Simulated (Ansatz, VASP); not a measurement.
# One calculation of Pt, two programs

```
Pt
1.0
     2.72335    0.00000    0.00000
    -1.36168    2.35849    0.00000
     0.00000    0.00000    4.72737
Pt
2
Cartesian
  0.0000 1.5723 1.1818
  1.3617 0.7862 3.5455
```

This isn't the form of Pt at room conditions, which is fcc.

Alike in both runs: task single point; functional r2SCAN; k mesh 11 × 11 × 6; occupations fermi-dirac, width 0.05 eV; no spin polarisation.

```csv
,VASP,Ansatz
version,VASP 6.6.1,Ansatz 0.2.0
potentials or method,"VASP PAW PBE potentials, release 64 (Pt)",Ansatz PAW
plane-wave cutoff (eV),520,500
valence electrons in the cell,20,36
```

```tsv
	VASP	Ansatz	Ansatz less VASP
gap on the k mesh at the Fermi level (eV)	none	none	-
pressure (GPa)	5.1	4.3	-0.75
largest component of the traceless stress (GPa)	0.98	0.75	-0.232
```

A gap of «none» marks a metal or a gap that the smearing closes. With one functional, cell and mesh, what is left measures potentials, basis and numerics. The two sets of potentials don't hold the same shells in valence.

Caveats: the PAW data sets were made with another functional, which shifts forces and pressure a little (VASP); the PAW data sets come from PBE, with cores solved anew for the run's functional, which leaves a small shift of forces and pressure (Ansatz). Spin-orbit coupling is left out, which matters for the levels of Pt.
